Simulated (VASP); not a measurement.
Wanted: the native input for a VASP 6.6.1 run.

```
Task                   : single point
Functional             : PBE
Potentials or basis    : VASP PAW PBE potentials, release 64 (Mn_pv, O)
Cutoff                 : 520 eV
k mesh                 : 6 × 6 × 4
Occupations            : gaussian, width 0.05 eV
Spin                   : collinear spin, ferromagnetic start
Starting moments       : [4.0, 4.0, 0.0, 0.0] μB
Fixed moment           : 2 μB
Hubbard terms          : Mn d U = 3 eV
Further INCAR settings : ALGO = Fast; EDIFF = 1e-07; NBANDS = 31
```

The structure of MnO lies in POSCAR:

```
MnO
1.0
    3.3717001900      0.0000000000      0.0000000000
   -1.6858500900      2.9199780200      0.0000000000
    0.0000000000      0.0000000000      5.3854988200
Mn O
2 2
Direct
    0.3333333333      0.6666666667      0.0109600000
    0.6666666667      0.3333333333      0.5109600000
    0.3333333333      0.6666666667      0.3754700000
    0.6666666667      0.3333333333      0.8754700000
```

Measurements of this composition are mostly on another form, of space group No. 225.

One way to write it, as run:

INCAR

```
SYSTEM = MnO
ALGO = Fast ; EDIFF = 1E-7
ENCUT = 520 ; GGA = PE
ISIF = 2 ; ISMEAR = 0
ISPIN = 2 ; LASPH = .TRUE.
LCHARG = .FALSE. ; LDAU = .TRUE.
LDAUJ = 0 0 ; LDAUL = 2 -1
LDAUPRINT = 1 ; LDAUTYPE = 2
LDAUU = 3 0 ; LMAXMIX = 4
LORBIT = 11 ; LREAL = .FALSE.
LWAVE = .FALSE. ; MAGMOM = 4 4 0 0
NBANDS = 31 ; NELM = 100
NUPDOWN = 2 ; PREC = Accurate
SIGMA = 0.05
```

KPOINTS

```
k-points
0
G
  6 6 4
  0 0 0
```

Potentials or basis: VASP PAW PBE potentials, release 64 (Mn_pv, O).

The run is started by

```sh
$ cat potpaw_PBE.64/Mn_pv/POTCAR potpaw_PBE.64/O/POTCAR > POTCAR
$ mpirun -np 1 vasp_std > vasp.out
```

It gave:

* Pressure: -11.8 GPa
* Largest force: 1.180 eV/Å
* Net moment: 2.00 μB per cell
* Site moments: Mn +1.07; O -0.06 μB
* Valence electrons inside the program's atomic spheres: Mn 11.45; O 4.96

Caveat: the moment is held away from its start; the total moment is fixed, so each spin has its own Fermi level; only a ferromagnetic start was run, and an antiferromagnetic order may lie lower in energy; forces of over 1 eV/Å show positions far from the minimum, so gaps and moduli don't describe the material at rest.

Run time: 75 s on 1 thread of Intel(R) Xeon(R) Platinum 8488C (Sapphire Rapids), with other jobs on the host, peak memory 0.22 GiB.
